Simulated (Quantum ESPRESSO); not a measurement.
# Al (P-1) in Quantum ESPRESSO: further runs, part 2 of 2

Quantum ESPRESSO 7.5.

### 4 Single point, PBEsol+D3(BJ)

File run.py:

```python
import numpy as np
from ase.calculators.espresso import Espresso, EspressoProfile
from ase.io import read

atoms = read('Al.cif')

input_data = {
    'control': {'calculation': 'scf', 'prefix': 'pwscf', 'outdir': './tmp', 'tprnfor': True, 'tstress': True, 'disk_io': 'nowf'},
    'system': {'ecutwfc': 40.0, 'nbnd': 8, 'input_dft': 'pbesol', 'occupations': 'smearing', 'smearing': 'mp', 'degauss': 0.00734986, 'vdw_corr': 'grimme-d3', 'dftd3_version': 4},
    'electrons': {'conv_thr': 4e-10, 'electron_maxstep': 120, 'mixing_beta': 0.5},
}
pseudopotentials = {'Al': 'Al.upf'}
profile = EspressoProfile(command='pw.x', pseudo_dir='pseudo')
dft = Espresso(profile=profile, input_data=input_data, pseudopotentials=pseudopotentials, kpts=(8, 8, 8), koffset=(0, 0, 0))
atoms.calc = dft

print(f'energy {atoms.get_potential_energy():.8f} eV')
print('forces (eV/A)')
print(np.round(atoms.get_forces(), 6))
print('stress (eV/A^3, Voigt)')
print(np.round(atoms.get_stress(), 8))
print(f'Fermi level {dft.get_fermi_level():.4f} eV')
```

File Al.cif:

```cif
data_Al
_cell_length_a 3.18243738
_cell_length_b 3.18243738
_cell_length_c 3.18243738
_cell_angle_alpha 90.00000000
_cell_angle_beta 90.00000000
_cell_angle_gamma 90.00000000
_space_group_name_H-M_alt 'P1'
_space_group_name_Hall 'P 1'
_space_group_IT_number 1
loop_
_space_group_symop_operation_xyz
'x,y,z'
loop_
_atom_site_label
_atom_site_type_symbol
_atom_site_symmetry_multiplicity
_atom_site_Wyckoff_symbol
_atom_site_fract_x
_atom_site_fract_y
_atom_site_fract_z
_atom_site_occupancy
Al1 Al 1 a 0.6754911700 0.5651724500 0.5358184800 1
Al2 Al 1 a 0.8245088300 0.9348275500 0.9641815200 1
```

Potentials or basis: PseudoDojo 0.4 SR PBE stringent.

Launch:

```
OMP_NUM_THREADS=1 python run.py
```

What it wrote:

```text
energy -121.87491736 eV
forces (eV/A)
[[-4.763186 -8.708898 -6.648197]
 [ 4.763186  8.708898  6.648197]]
stress (eV/A^3, Voigt)
[ 0.0305774  -0.37299235 -0.52575541 -0.19376156 -0.10588377 -0.13990978]
Fermi level 7.7651 eV
```

espresso.pwi:

```text
&CONTROL
   calculation      = 'scf'
   tstress          = .true.
   tprnfor          = .true.
   outdir           = './tmp'
   prefix           = 'pwscf'
   disk_io          = 'nowf'
   pseudo_dir       = 'pseudo'
/
&SYSTEM
   nbnd             = 8
   ecutwfc          = 40.0
   occupations      = 'smearing'
   degauss          = 0.00734986
   smearing         = 'mp'
   input_dft        = 'pbesol'
   vdw_corr         = 'grimme-d3'
   dftd3_version    = 4
   ntyp             = 1
   nat              = 2
   ibrav            = 0
/
&ELECTRONS
   electron_maxstep = 120
   conv_thr         = 4e-10
   mixing_beta      = 0.5
/
&IONS
/
&CELL
/
&FCP
/
&RISM
/
ATOMIC_SPECIES
Al 26.9815385 Al.upf

K_POINTS automatic
8 8 8  0 0 0

CELL_PARAMETERS angstrom
3.18243738000000 0.00000000000000 0.00000000000000
0.00000000000000 3.18243738000000 0.00000000000000
0.00000000000000 0.00000000000000 3.18243738000000

ATOMIC_POSITIONS angstrom
Al 2.1497083493 1.7986259310 1.7052087596  
Al 2.6239477207 2.9750301390 3.0684473104
```

espresso.pwo:

```text
This program is part of the open-source Quantum ESPRESSO suite
     for quantum simulation of materials; please cite
         "P. Giannozzi et al., J. Phys.:Condens. Matter 21 395502 (2009);
         "P. Giannozzi et al., J. Phys.:Condens. Matter 29 465901 (2017);
         "P. Giannozzi et al., J. Chem. Phys. 152 154105 (2020);
     in publications or presentations arising from this work. More details at

Warning: card &CELL ignored
Warning: card &FCP ignored
Warning: card &RISM ignored

     IMPORTANT: XC functional enforced from input :
     Exchange-correlation= PBESOL
                           (   1   4  10   8   0   0   0)
     Any further DFT definition will be discarded
     Please, verify this is what you really want

     Message from routine setup:
     using ibrav=0 with symmetry is DISCOURAGED, use correct ibrav instead

     G-vector sticks info
     --------------------
     sticks:   dense  smooth     PW     G-vecs:    dense   smooth      PW
     Sum         465     465    145                 7441     7441    1357

     Using Slab Decomposition

     bravais-lattice index     =            0
     lattice parameter (alat)  =       6.0139  a.u.
     unit-cell volume          =     217.5085 (a.u.)^3
     number of atoms/cell      =            2
     number of atomic types    =            1
     number of electrons       =         6.00
     number of Kohn-Sham states=            8
     kinetic-energy cutoff     =      40.0000  Ry
     charge density cutoff     =     160.0000  Ry
     scf convergence threshold =      4.0E-10
     mixing beta               =       0.5000
     number of iterations used =            8  plain     mixing
     Exchange-correlation= PBESOL
                           (   1   4  10   8   0   0   0)

     celldm(1)=   6.013935  celldm(2)=   0.000000  celldm(3)=   0.000000
     celldm(4)=   0.000000  celldm(5)=   0.000000  celldm(6)=   0.000000

     crystal axes: (cart. coord. in units of alat)
               a(1) = (   1.000000   0.000000   0.000000 )
               a(2) = (   0.000000   1.000000   0.000000 )
               a(3) = (   0.000000   0.000000   1.000000 )

     reciprocal axes: (cart. coord. in units 2 pi/alat)
               b(1) = (  1.000000  0.000000  0.000000 )
               b(2) = (  0.000000  1.000000  0.000000 )
               b(3) = (  0.000000  0.000000  1.000000 )

     PseudoPot. # 1 for Al read from file:
     Al.upf
     Pseudo is Norm-conserving + core correction, Zval =  3.0
     Generated using ONCVPSP code by D. R. Hamann
     Using radial grid of 1876 points,  6 beta functions with:
                l(1) =   0
                l(2) =   0
                l(3) =   1
                l(4) =   1
                l(5) =   2
                l(6) =   2

     atomic species   valence    mass     pseudopotential
     Al                3.00    26.98154     Al( 1.00)

      2 Sym. Ops., with inversion, found ( 1 have fractional translation)

   Cartesian axes

     site n.     atom                  positions (alat units)
         1        Al     tau(   1) = (   0.6754912   0.5651724   0.5358185  )
         2        Al     tau(   2) = (   0.8245088   0.9348276   0.9641815  )

     --------------------------------------------
     DFT-D3 Dispersion Correction (3-body terms):
     --------------------------------------------
       Reference C6 values for interpolation:

         atom   Coordination number   C6
         Al         0.000          1081.08
         Al         0.965           875.51
         Al         1.931           513.50
         Al         2.915           307.19

       Values used:

         atom   Coordination number  R0_AB[au]  C6      C8
         Al         6.166            3.789    307.19  29441.29
         Al         6.166            3.789    307.19  29441.29

         Molecular C6 ( Ry / a.u.^6 ) =      1228.76

     number of k points=   260  Methfessel-Paxton smearing, width (Ry)=  0.0073

     Number of k-points >= 100: set verbosity='high' to print them.

     Dense  grid:     7441 G-vectors     FFT dimensions: (  30,  30,  30)

     Initial potential from superposition of free atoms

     starting charge       5.9951, renormalised to       6.0000
     Starting wfcs are    8 randomized atomic wfcs

     Self-consistent Calculation

     iteration #  1     ecut=    40.00 Ry     beta= 0.50
     Davidson diagonalization with overlap
     ethr =  1.00E-02,  avg # of iterations =  6.5

     Threshold (ethr) on eigenvalues was too large:
     Diagonalizing with lowered threshold

     Davidson diagonalization with overlap
     ethr =  9.66E-04,  avg # of iterations =  1.1

     total energy              =      -8.95188184 Ry
     estimated scf accuracy    <       0.06024753 Ry

     iteration #  2     ecut=    40.00 Ry     beta= 0.50
     Davidson diagonalization with overlap
     ethr =  1.00E-03,  avg # of iterations =  1.2

     total energy              =      -8.95740781 Ry
     estimated scf accuracy    <       0.00320328 Ry

     iteration #  3     ecut=    40.00 Ry     beta= 0.50
     Davidson diagonalization with overlap
     c_bands:  1 eigenvalues not converged
     ethr =  5.34E-05,  avg # of iterations =  5.0

     total energy              =      -8.95759477 Ry
     estimated scf accuracy    <       0.00031014 Ry

     iteration #  4     ecut=    40.00 Ry     beta= 0.50
     Davidson diagonalization with overlap
     c_bands:  1 eigenvalues not converged
     c_bands:  1 eigenvalues not converged
     ethr =  5.17E-06,  avg # of iterations =  4.3

     total energy              =      -8.95763876 Ry
     estimated scf accuracy    <       0.00000555 Ry

     iteration #  5     ecut=    40.00 Ry     beta= 0.50
     Davidson diagonalization with overlap
     ethr =  9.25E-08,  avg # of iterations =  2.8

     total energy              =      -8.95764192 Ry
     estimated scf accuracy    <       0.00000034 Ry

     iteration #  6     ecut=    40.00 Ry     beta= 0.50
     Davidson diagonalization with overlap
     ethr =  5.60E-09,  avg # of iterations =  2.2

     total energy              =      -8.95764199 Ry
     estimated scf accuracy    <       0.00000005 Ry

     iteration #  7     ecut=    40.00 Ry     beta= 0.50
     Davidson diagonalization with overlap
     ethr =  8.00E-10,  avg # of iterations =  1.7

     total energy              =      -8.95764199 Ry
     estimated scf accuracy    <          6.6E-10 Ry

     iteration #  8     ecut=    40.00 Ry     beta= 0.50
     Davidson diagonalization with overlap
     ethr =  1.10E-11,  avg # of iterations =  3.9

     End of self-consistent calculation

     Number of k-points >= 100: set verbosity='high' to print the bands.

     the Fermi energy is     7.7651 ev

!    total energy              =      -8.95764199 Ry
     estimated scf accuracy    <          2.3E-10 Ry
     smearing contrib. (-TS)   =      -0.00002049 Ry
     internal energy E=F+TS    =      -8.95762150 Ry

     The total energy is F=E-TS. E is the sum of the following terms:
     one-electron contribution =       5.42839980 Ry
     hartree contribution      =       0.25515505 Ry
     xc contribution           =      -4.48129247 Ry
     ewald contribution        =     -10.11462880 Ry
     DFT-D3 Dispersion         =      -0.04525508 Ry

     convergence has been achieved in   8 iterations

     Forces acting on atoms (cartesian axes, Ry/au):

     atom    1 type  1   force =    -0.18525845   -0.33872225   -0.25857371
     atom    2 type  1   force =     0.18525845    0.33872225    0.25857371

     Total force =     0.657136     Total SCF correction =     0.000003

     Computing stress (Cartesian axis) and pressure

          total   stress  (Ry/bohr**3)                   (kbar)     P=      463.65
  -0.00033303   0.00152381   0.00115322          -48.99      224.16      169.64
   0.00152381   0.00406240   0.00211033          224.16      597.60      310.44
   0.00115322   0.00211033   0.00572620          169.64      310.44      842.35

=------------------------------------------------------------------------------=
   JOB DONE.
=------------------------------------------------------------------------------=
```

Wall time 35 s (1 thread of Intel Xeon Platinum 8259CL at 2.50GHz (Skylake/Cascade Lake), shared host); peak memory 0.08 GiB.

What came out:

```
Free energy            : -121.8749 eV
Pressure               : 46.4 GPa
Largest force          : 11.947 eV/Å
Band gap on the k mesh : none (metal or under the smearing width)
```

Forces in eV/Å, atoms in the order of the input:
```
Al  -4.763 -8.709 -6.648
Al   4.763  8.709  6.648
```

Stress tensor (GPa, compression positive):
```
-4.90 22.42 16.96
22.42 59.76 31.04
16.96 31.04 84.24
```

Levels at points of the mesh, in eV from the Fermi level:
| k point | band 1 | band 2 | band 3 | band 4 | band 5 | band 6 |
| --- | --- | --- | --- | --- | --- | --- |
| (0.00, 0.00, 0.00) | -11.30 | 1.36 | 1.80 | 2.03 | 2.19 | 3.50 |
| (0.00, 0.00, -0.50) | -8.08 | -7.38 | 4.13 | 4.73 | 5.16 | 5.37 |
| (0.00, -0.50, -0.50) | -5.30 | -4.82 | -3.67 | -3.01 | 7.15 | 8.14 |
| (-0.50, -0.50, -0.50) | -3.34 | -3.11 | -1.29 | -0.59 | -0.09 | 0.77 |
| (-0.50, 0.00, 0.00) | -9.03 | -5.97 | 2.89 | 3.40 | 3.40 | 7.11 |
| (0.00, -0.50, 0.00) | -8.33 | -7.06 | 3.34 | 4.41 | 5.23 | 5.52 |
| (-0.50, 0.00, 0.50) | -5.86 | -5.26 | -2.94 | -1.99 | 5.59 | 6.97 |
| (-0.50, 0.50, 0.00) | -6.08 | -4.97 | -3.24 | -1.58 | 4.66 | 7.22 |

Caveat: the potentials were made for another functional, which shifts forces and pressure; a pressure of tens of GPa on the cell as given is suspect, and the run, the potentials or the cell itself is likely at fault; pairwise dispersion overbinds metals, which lowers pressure and volume.

### 5 Summary

| task | level | potentials or basis | cell | k mesh | cutoff (eV) | smearing | mixing beta | most ionic steps | forc conv thr | etot conv thr | ion dynamics | other keys | gap on the mesh (eV) | pressure (GPa) | largest force (eV/Å) |
| --- | --- | --- | --- | --- | --- | --- | --- | --- | --- | --- | --- | --- | --- | --- | --- |
| relaxation of cell and atoms | RPBE+D3(BJ) | GBRV 1.5 LDA | relaxed to 0.3 kbar | 7 × 7 × 7 | 612 | gaussian 0.136 eV | 0.5 | 40 | 0.0004 Ry/bohr | 1e-05 Ry | bfgs | - | none | 0.0 | - |
| relaxation of the atoms | PBE+D3(BJ) | PseudoDojo 0.4.1 SR PBE standard | atoms relaxed | 8 × 8 × 8 | 544 | gaussian 0.025 eV | 0.2 | - | - | - | - | mixing_beta = 0.2; smearing = gaussian; width = 0.025 | none | 1.0 | 0.02 |
| single point | PBEsol+D3(BJ) | PseudoDojo 0.4 SR PBE stringent | as given | 8 × 8 × 8 | 544 | methfessel-paxton 0.1 eV | 0.5 | - | - | - | - | - | none | 46.4 | 11.95 |

Alike in all rows: no spin polarisation.

Caveats: pairwise dispersion overbinds metals, which lowers pressure and volume; the potentials were made for another functional, which shifts forces and pressure (some runs); a pressure of tens of GPa on the cell as given is suspect, and the run, the potentials or the cell itself is likely at fault (some runs).

Absolute energies hang on the potentials; compare differences alone.
